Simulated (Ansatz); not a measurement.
# MnO (P-6m2) in Ansatz: reference runs

How does MnO come out in PBE? The cell is run as given and disturbed.

Program: Ansatz 0.2.0. These are calculated values, not measurements. Logs are shortened: lines on timing, memory, paths and dates and some standing lists are left out, and cuts for length are marked.

### Step 1. The structure

Symmetry: P-6m2, No. 187, hexagonal system. Conventional cell: a = 2.969 Å, b = 2.969 Å, c = 2.898 Å, α = 90.00°, β = 90.00°, γ = 120.00°. Mn (site symmetry -6m2) is surrounded by 6 O at 2.24 Å. Around O (site symmetry -6m2) lie 6 Mn at 2.24 Å.

Measurements of this composition are mostly on another form, of space group No. 225.

### Step 2. Single point, PBE, collinear spin, ferromagnetic start

input.yaml

```yaml
crystal:
  lattice:
    - [2.96948591, 0.0, 0.0]
    - [-1.48474296, 2.57165023, 0.0]
    - [0.0, 0.0, 2.89807113]
  atoms:
    - { symbol: Mn, position: [0.0, 0.0, 0.0], spin: 4.0 }
    - { symbol: O, position: [0.6666666667, 0.3333333333, 0.5] }
hamiltonian:
  xc: pbe
  pseudopotentials: { kind: paw }
magnetization:
  spin_polarized: true
kpoints:
  mp_grid: { grid: [10, 10, 9] }
scf:
  occupations: { method: fermi_dirac, width: 0.05 }
output:
  forces: true
  stress: true
  eigenvalues: true
```

Potentials or basis: Ansatz PAW.

Started as:

```bash
ansatz run input.yaml --threads 2 --pin off --max-ram 5632MiB --backend cpu --events-out ev --progress --plain --runs-dir out
```

The log of the run:

```text
Warning: RAYON_NUM_THREADS=2 ignored (pool sized by the plan → 2); use --threads N
Engine: ansatz 0.2.0, aarch64-unknown-linux-gnu
Pseudopotentials: kind: paw
Pseudopotential: Mn, paw, valence charge 15, recommended cutoff 420 eV (normal), Mn.paw.azcp
Pseudopotential: O, paw, valence charge 6, recommended cutoff 420 eV (normal), O.paw.azcp
Functional definition: PBE
  parameter kappa = 0.804
  parameter beta = 0.06672455060314922
  exchange = pbe_x(kappa = kappa, mu = beta*pi^2/3)
  correlation = pbe_c(beta = beta)
Crystal: 2 atoms, lattice volume = 22.131 Å³
Basis set: ecut = 420 eV, 405 PW (Γ), exchange–correlation on 40×40×40 points (8 copies of the dense FFT grid, shifted against one another)
Bands: 17, of which v1, the nominal top of the filled ones, is band 11 counted from 1 (10 counted from 0)
Symmetry: 12 space group operations
Space group: P-6m2 (ITA 187), of the structure as read, at distance tolerance 2.8e-5 Å
Magnetic group: BNS 187.209 (UNI 1439), of the structure as read, at distance tolerance 2.8e-5 Å
k-points: 70 of 900 (time reversal used)
Non-local potential: Mn, projectors of the file, l = 0: 3, l = 1: 2, l = 2: 3, l = 3: 1
Non-local potential: O, projectors of the file, l = 0: 2, l = 1: 2, l = 2: 1
PAW form: soft (Blöchl's): semilocal exchange-correlation on the pseudo side does not see the compensation charge
PAW one-centre angular grid: Mn, 590 points (default); XC on 64 Gauss nodes
PAW one-centre angular grid: O, 110 points (default); XC on 64 Gauss nodes
Initial density: superposition of atomic densities (chi_scale 0.1, normalization cell, long waves kept (reshape's long-wave potential 0.00 eV rms))
Starting moments: Σ|m| = 4 μB on 1 of 2 sites
Initial wavefunctions: pseudopotential atomic-orbital guess
Functional: x = pbe(κ = 0.804, μ = 0.2195149727645171), c = pbe(β = 0.06672455060314922)
SCF iter   1: F=—  HF=-4465.981823 eV  |F-HF|=—  |Δ(HF+E_count)|=         —  Δρ=1.23e-1 (↑1.23e-1 ↓8.27e-2)  dr2=8.13e0  dr2_m=1.85e-1  M=3.955 μB ∫|m|=3.958 μB  β_m=0.30  ethr=3.10e-3  ⟨swp⟩=3.8  Hψ=9736  notcnv=0
Mixer restart at iter 1: flushing history
preconditioner: auto → none  [metal: Δε(μ)=0.004 eV  Ē_g=12.523 eV  σ=0.050 eV  W_gap=0.02  n_scr=8 (ndim 8)  ℏωp=28.5 eV  f_vac=0.000  D(μ)=3.02/eV (n_scr^D=46)  sad-step TF]
SCF iter   2: F=—  HF=-4465.789995 eV  |F-HF|=—  |Δ(HF+E_count)|=   1.92e-1  Δρ=7.83e-2 (↑7.83e-2 ↓3.06e-2)  dr2=9.60e-1  dr2_m=4.91e-1  M=4.594 μB ∫|m|=4.594 μB  β_m=0.38  ethr=3.10e-3  ⟨swp⟩=3.4  Hψ=5884  notcnv=0  defer=171
SCF iter   3: F=—  HF=-4465.740094 eV  |F-HF|=—  |Δ(HF+E_count)|=   4.99e-2  Δρ=2.28e-2 (↑2.28e-2 ↓2.05e-2)  dr2=1.37e-1  dr2_m=6.33e-2  M=4.574 μB ∫|m|=4.574 μB  β_m=0.45  ethr=3.10e-3  ⟨swp⟩=2.6  Hψ=4493  notcnv=0  defer=192
SCF iter   4: F=—  HF=-4465.681187 eV  |F-HF|=—  |Δ(HF+E_count)|=         —  Δρ=8.83e-3 (↑7.72e-3 ↓8.83e-3)  dr2=1.99e-2  dr2_m=9.71e-3  M=4.615 μB ∫|m|=4.615 μB  β_m=0.45  ethr=6.54e-4  ⟨swp⟩=2.2  Hψ=3676  notcnv=0  defer=192
Mixer restart at iter 4: flushing history
SCF iter   5: F=—  HF=-4465.699996 eV  |F-HF|=—  |Δ(HF+E_count)|=   1.88e-2  Δρ=7.95e-3 (↑7.95e-3 ↓7.42e-3)  dr2=1.14e-2  dr2_m=7.56e-3  M=4.667 μB ∫|m|=4.667 μB  β_m=0.52  ethr=9.45e-5  ⟨swp⟩=2.6  Hψ=4435  notcnv=0  defer=192
SCF iter   6: F=—  HF=-4465.734068 eV  |F-HF|=—  |Δ(HF+E_count)|=   3.41e-2  Δρ=6.30e-3 (↑6.30e-3 ↓5.25e-3)  dr2=1.45e-3  dr2_m=6.38e-3  M=4.699 μB ∫|m|=4.699 μB  β_m=0.76  ethr=5.42e-5  ⟨swp⟩=2.0  Hψ=4161  notcnv=0  defer=193
SCF iter   7: F=—  HF=-4465.749069 eV  |F-HF|=—  |Δ(HF+E_count)|=   1.50e-2  Δρ=3.32e-3 (↑1.76e-3 ↓3.32e-3)  dr2=3.22e-3  dr2_m=5.94e-4  M=4.725 μB ∫|m|=4.725 μB  β_m=0.87  ethr=6.93e-6  ⟨swp⟩=2.0  Hψ=4586  notcnv=0  defer=196
SCF iter   8: F=—  HF=-4465.751509 eV  |F-HF|=—  |Δ(HF+E_count)|=   2.44e-3  Δρ=3.29e-3 (↑3.29e-3 ↓9.76e-4)  dr2=1.22e-3  dr2_m=7.28e-4  M=4.756 μB ∫|m|=4.756 μB  β_m=0.73  ethr=6.93e-6  ⟨swp⟩=2.0  Hψ=4556  notcnv=0  defer=197
SCF iter   9: F=—  HF=-4465.750899 eV  |F-HF|=—  |Δ(HF+E_count)|=   6.10e-4  Δρ=3.49e-4 (↑3.49e-4 ↓2.07e-4)  dr2=4.18e-5  dr2_m=5.79e-6  M=4.754 μB ∫|m|=4.754 μB  β_m=0.86  ethr=5.81e-6  ⟨swp⟩=2.7  Hψ=4533  notcnv=0  defer=197
SCF iter  10: F=—  HF=-4465.750923 eV  |F-HF|=—  |Δ(HF+E_count)|=   2.45e-5  Δρ=1.07e-4 (↑9.63e-5 ↓1.07e-4)  dr2=2.32e-6  dr2_m=1.66e-6  M=4.755 μB ∫|m|=4.755 μB  β_m=0.86  ethr=1.99e-7  ⟨swp⟩=2.1  Hψ=3210  notcnv=0  defer=197
SCF iter  11: F=—  HF=-4465.750925 eV  |F-HF|=—  |Δ(HF+E_count)|=   1.66e-6  Δρ=6.99e-6 (↑6.76e-6 ↓6.99e-6)  dr2=8.44e-9  dr2_m=5.78e-9  M=4.754 μB ∫|m|=4.754 μB  β_m=0.93  ethr=1.11e-8  ⟨swp⟩=2.0  Hψ=3316  notcnv=0  defer=197
SCF iter  12: F=-4465.750925 eV  HF=-4465.750925 eV  |F-HF|=7.37e-11  |Δ(HF+E_count)|=   1.74e-8  Δρ=8.53e-7 (↑5.92e-7 ↓8.53e-7)  dr2=1.11e-10  dr2_m=6.43e-11  M=4.754 μB ∫|m|=4.755 μB  ethr=4.02e-11  ⟨swp⟩=4.3  Hψ=9374  notcnv=0
SCF 1 converged in 12 iterations: F = -4465.750925 eV  dr2 = 1.11e-10
the search or the solves at the SCF's close seem to have found levels that the self-consistency loop had missed (the run counts 1). By its estimate they hold under 1e-12 electrons; where the run keeps them, the occupations were computed again with them
SCF converged after 12 iterations
Magnetization: 4.7545 μB (12.8772 up, 8.1228 down)
Absolute magnetization: 4.7545 μB (∫|ρ↑−ρ↓|, with the PAW one-centre terms)
Spin contamination: 0.0141 ħ² per cell (⟨S²⟩ above its minimum at these occupations)
Per-site moments (μB) at R_I (Å): [(4.013057983572215, 0.9259670646025069), (0.22712185875205387, 0.9259670646025069)]
Free energy (F): -4465.750925 eV
Harris-Foulkes:  -4465.750925 eV  (|F-HF|=7.37e-11)
Internal energy: -4465.741825 eV  (E = F + TS)
E sigma→0 (E₀):  -4465.746375 eV
Entropy (-TS):   -0.009100 eV (-4.550 meV/atom)
Fermi energy:    12.867596 eV
--- Per-component energies (eV) ---
  E_band       = -252.714635
  E_kinetic    = 473.524188
  E_local      = -2252.884595  (includes V_loc(G=0)·N_el)
  E_nonlocal   = 301.801111
  E_hartree    = 902.869037
  E_xc         = -184.462580
  E_vxc        = -235.642801  (∫ρ·V_xc dr)
  E_paw        = -1465.282003  (= ΣΔE_a)
  E_vpaw       = -345.253543  (= ΣTr[D̂ρ^β])
  E_aug_tail   = 0.002425  (compensation charges beyond the density's cutoff)
  E_ewald      = -2241.309408
  E_smearing   = -0.009100  (= −TS)
  E_closure    = 0.000000  (closes the sum)
  Σ components = -4465.750925   (vs F -4465.750925, Δ=0.00e0)
--- Forces (eV/Å), atoms counted from 1 ---
  atom   1  Mn     0.00000000    -0.00000000     0.00000000
  atom   2  O     -0.00000000     0.00000000    -0.00000000
  max |Σ_I F_I| component: 3.01e-17 eV/Å
--- Stress (GPa, compression-positive) ---
        4.111753      -0.000000      -0.000000
       -0.000000       4.111753       0.000000
       -0.000000       0.000000     -12.165441
  P = ⅓ Tr σ = -1.3140 GPa (-13.140 kbar)
--- Band table (eV; the first three rows and the last of 140) ---
  k-point 0 ↑: bands = ["-68.6227", "-37.3984", "-37.3984", "-37.2289", "-6.8771", "8.2209", "8.2209", "8.7667", "9.2111", "10.9475", "10.9475", "11.9499", "11.9499", "12.3750", "26.0244", "27.5875", "27.5875"]
  k-point 1 ↑: bands = ["-68.6219", "-37.3976", "-37.3976", "-37.2387", "-6.7921", "7.8102", "8.2859", "8.2859", "9.6888", "10.7510", "10.7510", "12.0379", "12.0379", "12.9997", "25.3087", "27.8630", "27.8630"]
  k-point 2 ↑: bands = ["-68.6198", "-37.3956", "-37.3956", "-37.2633", "-6.5667", "6.4663", "8.4581", "8.4581", "10.2099", "10.3790", "10.3790", "12.1230", "12.1230", "14.2855", "23.4897", "28.6767", "28.6767"]
  k-point 69 ↓: bands = ["-63.9050", "-32.8403", "-32.8202", "-32.7307", "-5.1483", "7.1556", "7.3529", "8.4657", "13.6523", "15.0437", "15.6023", "15.9015", "16.4746", "20.0278", "22.3142", "24.8742", "25.9112"]
```

Run time: 5.3 s. Hardware: 2 threads of Arm Neoverse V1, shared host; peak memory 0.33 GiB.

Results:

| Item | Value |
| --- | --- |
| Free energy | -4465.7509 eV |
| Pressure | -1.3 GPa |
| Band gap on the k mesh | none (metal or under the smearing width) |
| Net moment | 4.75 μB per cell |
| Absolute moment | 4.75 μB per cell |
| Site moments | Mn +4.01; O +0.23 μB |

Caveat: the pressure holds a Pulay correction of +0.6 GPa for the finite cutoff; a cell with one magnetic atom can't hold antiferromagnetic order, which such compounds often take; semilocal functionals often make such compounds metallic where correlation or magnetic order opens a gap, which also shifts bond lengths.

### Step 3. Single point, PBE, collinear spin, ferromagnetic start (atoms moved at random, drawn with an rms of 0.05 Å)

input.yaml, as its differences from that of step 2:

```diff
@@ -6,4 +6,4 @@
   atoms:
-    - { symbol: Mn, position: [0.0, 0.0, 0.0], spin: 4.0 }
-    - { symbol: O, position: [0.6666666667, 0.3333333333, 0.5] }
+    - { symbol: Mn, position: [0.011333, 0.004395, -0.018253], spin: 4.0 }
+    - { symbol: O, position: [0.646235, 0.328082, 0.50727] }
 hamiltonian:
```

Potentials or basis: Ansatz PAW.

Started as:

```bash
ansatz run input.yaml --threads 2 --pin off --max-ram 5632MiB --backend cpu --events-out ev --progress --plain --runs-dir out
```

It took 27 s on 2 threads of Arm Neoverse V1, shared host; peak memory 0.61 GiB.

The run converged. Its results:

- Free energy: -4465.7377 eV
- Pressure: -0.4 GPa
- Largest force: 0.252 eV/Å
- Band gap on the k mesh: none (metal or under the smearing width)
- Net moment: 4.76 μB per cell
- Absolute moment: 4.76 μB per cell
- Site moments: Mn +3.91; O +0.22 μB

Forces on the atoms (eV/Å):
```
Mn  -0.163 -0.074  0.178
O    0.163  0.074 -0.178
```

Stress tensor (GPa, compression positive):
```
  5.00   0.30  -0.57
  0.30   4.62  -0.22
 -0.57  -0.22 -10.90
```

Levels at points of the mesh, in eV from the Fermi level:
Spin up:
| k point | band 11 | band 12 | band 13 | band 14 | band 15 | band 16 |
| --- | --- | --- | --- | --- | --- | --- |
| (0.00, 0.00, 0.00) | -1.93 | -1.09 | -0.79 | -0.45 | 13.03 | 14.50 |
| (0.00, -0.50, 0.00) | -1.68 | -1.60 | -0.31 | 4.12 | 7.28 | 13.18 |
| (-0.50, 0.00, 0.00) | -1.74 | -1.61 | -0.04 | 4.08 | 7.43 | 13.26 |
| (-0.50, -0.50, 0.00) | -1.67 | -1.61 | -0.43 | 4.15 | 7.24 | 13.26 |
Spin down:
```csv
k point,band 6,band 7,band 8,band 9,band 10,band 11
"(0.00, 0.00, 0.00)",-3.33,-3.31,-3.30,-0.70,1.24,2.10
"(0.00, -0.50, 0.00)",-6.66,-3.67,-3.41,-0.22,2.11,2.25
"(-0.50, 0.00, 0.00)",-6.75,-3.80,-3.27,-0.34,2.17,2.27
"(-0.50, -0.50, 0.00)",-6.63,-3.62,-3.42,-0.24,2.10,2.24
```

Caveat: the pressure holds a Pulay correction of +0.6 GPa for the finite cutoff; a cell with one magnetic atom can't hold antiferromagnetic order, which such compounds often take; semilocal functionals often make such compounds metallic where correlation or magnetic order opens a gap, which also shifts bond lengths.
